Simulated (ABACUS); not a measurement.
Al:

```
CELL_PARAMETERS angstrom
0.00000 2.02481 2.02481
2.02481 0.00000 2.02481
2.02481 2.02481 0.00000
ATOMIC_POSITIONS crystal
Al 0.00000 0.00000 0.00000
```

- Program: ABACUS 3.10.1
- Task: single point
- Functional: PBEsol
- Potentials or basis: PseudoDojo NC SR 0.4.1 PBEsol standard
- Cutoff: 558 eV
- Density cutoff: 2231 eV
- Basis: plane waves
- k mesh: 11 × 11 × 11
- Occupations: fermi-dirac, width 0.05 eV
- Spin: no spin polarisation

On this cell: pressure -2.1 GPa; band gap on the k mesh none (metal or under the smearing width).

The same run follows on a disturbed copy (cell strained at random at fixed volume):

```
Al
1.0
     0.04789    1.96914    2.02685
     2.04326   -0.00835    2.08310
     2.04058    2.02271   -0.00568
Al
1
Direct
  0.00598 0.98688 0.02117
```

Q: What does the disturbed cell give?

A: The energy (extrapolated to zero smearing) moves by +4.7 meV/atom; pressure -1.9 GPa; band gap on the k mesh none (metal or under the smearing width).

Stress tensor (GPa, compression positive):
```
-0.98 -0.73 -1.16
-0.73 -1.07  1.52
-1.16  1.52 -3.54
```
